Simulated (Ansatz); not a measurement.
The system is ZnSe (Stilleite).

```
Se Zn
1.0
     0.00000    2.83380    2.83380
     2.83380    0.00000    2.83380
     2.83380    2.83380    0.00000
Se Zn
1 1
Cartesian
  4.2507 4.2507 4.2507
  0.0000 0.0000 0.0000
```

```yaml
Program: Ansatz 0.2.0
Task: relaxation of cell and atoms
Functional: PBEsol
Dispersion: D3(BJ)
Potentials_or_basis: Ansatz PAW
Cutoff: "420 eV (not typed: the program's choice for these potentials)"
k_mesh: 8 × 8 × 8
Occupations: fermi-dirac, width 0.05 eV
Spin: no spin polarisation
```

At the start: volume 22.76 Å³/atom.

Task: How do energy, volume and symmetry change on relaxing?

Result: It ends after 5 steps and the volume is 21.67 Å³/atom (-4.8 %); space group F-43m (No. 216, to 0.05 Å).

Step by step:
```
step  energy change (eV)  largest force (eV/Å)  volume (Å³)
   1              0.0000                0.0000        45.51
   2             -0.0214                0.0000        43.84
   3             -0.0228                0.0000        43.29
   4             -0.0228                0.0000        43.33
   5             -0.0221                0.0000        43.33
```

Final structure:
```xyz
2
Lattice="0.0000 2.7878 2.7878 2.7878 0.0000 2.7878 2.7878 2.7878 0.0000" Properties=species:S:1:pos:R:3 pbc="T T T"
Se    4.1816    4.1816    4.1816
Zn    0.0000    0.0000    0.0000
```

Caveat: the plane-wave basis is chosen anew once the cell has moved, so the energies of steps on either side of that aren't comparable; the PAW data sets come from PBE, with cores solved anew for the run's functional, which leaves a small shift of forces and pressure.
